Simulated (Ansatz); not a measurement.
Write the native input for Ansatz 0.2.0 that does the following.

| Property | Result |
| --- | --- |
| Task | single point |
| Functional | PBE |
| Potentials or basis | Ansatz PAW |
| Cutoff | 420 eV (not typed: the program's choice for these potentials) |
| k mesh | 10 × 10 × 5 |
| Occupations | gaussian, width 0.026 eV |
| Spin | no spin polarisation |

The system is CuO (Tenorite).

```xyz
4
Lattice="2.3418 -1.7113 0.0000 2.3418 1.7113 0.0000 -0.8500 0.0000 5.0579" Properties=species:S:1:pos:R:3 pbc="T T T"
Cu    0.7459   -0.8557    2.5289
Cu    1.1709    0.8557    0.0000
O     1.7043    0.2793    3.7934
O     2.1293   -0.2793    1.2645
```

These files were run (other wordings do the same):

input.yaml

```yaml
crystal:
  lattice:
    - [2.34185, -1.7113, 0.0]
    - [2.34185, 1.7113, 0.0]
    - [-0.8500274268, 0.0, 5.0578693947]
  atoms:
    - { symbol: Cu, position: [0.5, 0.0, 0.5] }
    - { symbol: Cu, position: [0.0, 0.5, 0.0] }
    - { symbol: O, position: [0.4184, 0.5816, 0.75] }
    - { symbol: O, position: [0.5816, 0.4184, 0.25] }
hamiltonian:
  xc: pbe
  pseudopotentials: { kind: paw }
kpoints:
  mp_grid: { grid: [10, 10, 5] }
scf:
  occupations: { method: gaussian, width: 0.026 }
output:
  forces: true
  stress: true
  eigenvalues: true
```

Potentials or basis: Ansatz PAW.

The run is started by

```console
$ ansatz run input.yaml --threads 2 --pin off --max-ram 5632MiB --backend cpu --events-out ev --progress --plain --runs-dir out
```

Results of the run:

| Item | Value |
| --- | --- |
| Pressure | 5.7 GPa |
| Largest force | 0.261 eV/Å |
| Band gap on the k mesh | none (metal or under the smearing width) |

Caveat: the pressure holds a Pulay correction of +0.7 GPa for the finite cutoff; the run has no spin polarisation, though such a crystal can be magnetic; semilocal functionals often make such compounds metallic where correlation or magnetic order opens a gap, which also shifts bond lengths.

It took 8.6 s on 2 threads of Intel(R) Xeon(R) Processor @ 2.50GHz (Skylake/Cascade Lake) (shared host), peak memory 0.43 GiB.
